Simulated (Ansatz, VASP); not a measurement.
**CuO in VASP and in Ansatz**

```
CELL_PARAMETERS angstrom
2.07061 -2.23969 0.00000
2.07061 2.23969 0.00000
0.00000 0.00000 5.15593
ATOMIC_POSITIONS crystal
Cu 0.50000 0.00000 0.00000
Cu 0.00000 0.50000 0.50000
O 0.50000 0.50000 0.25000
O 0.50000 0.50000 0.75000
```

Measurements of this composition are mostly on another form, of space group No. 15.

Alike in both runs: functional PBEsol; k mesh 7 × 7 × 5; occupations fermi-dirac, width 0.05 eV; no spin polarisation.

|  | VASP | Ansatz |
| --- | --- | --- |
| version | VASP 6.6.1 | Ansatz 0.2.0 |
| potentials or method | VASP PAW PBE potentials, release 64 (Cu, O) | Ansatz PAW |
| plane-wave cutoff (eV) | 520 | 420 |
| valence electrons in the cell | 34 | 50 |
| task | single point | band structure |

Ansatz gave:

* gap on the k mesh at the Fermi level (eV): none
* pressure (GPa): -14.3
* largest component of the traceless stress (GPa): 1.47

Q: Which values does VASP return?

A: gap on the k mesh at the Fermi level (eV): none; pressure (GPa): -13.8; largest component of the traceless stress (GPa): 1.31.

A gap of «none» marks a metal or a gap that the smearing closes. The functional is the same, so the differences come from potentials, cutoffs and numerics. The two sets of potentials don't hold the same shells in valence.

Caveats: the run has no spin polarisation, though such a crystal can be magnetic; semilocal functionals often make such compounds metallic where correlation or magnetic order opens a gap, which also shifts bond lengths; the PAW data sets were made with another functional, which shifts forces and pressure a little (VASP); the pressure holds a Pulay correction of +0.6 GPa for the finite cutoff (Ansatz); the PAW data sets come from PBE, with cores solved anew for the run's functional, which leaves a small shift of forces and pressure (Ansatz).
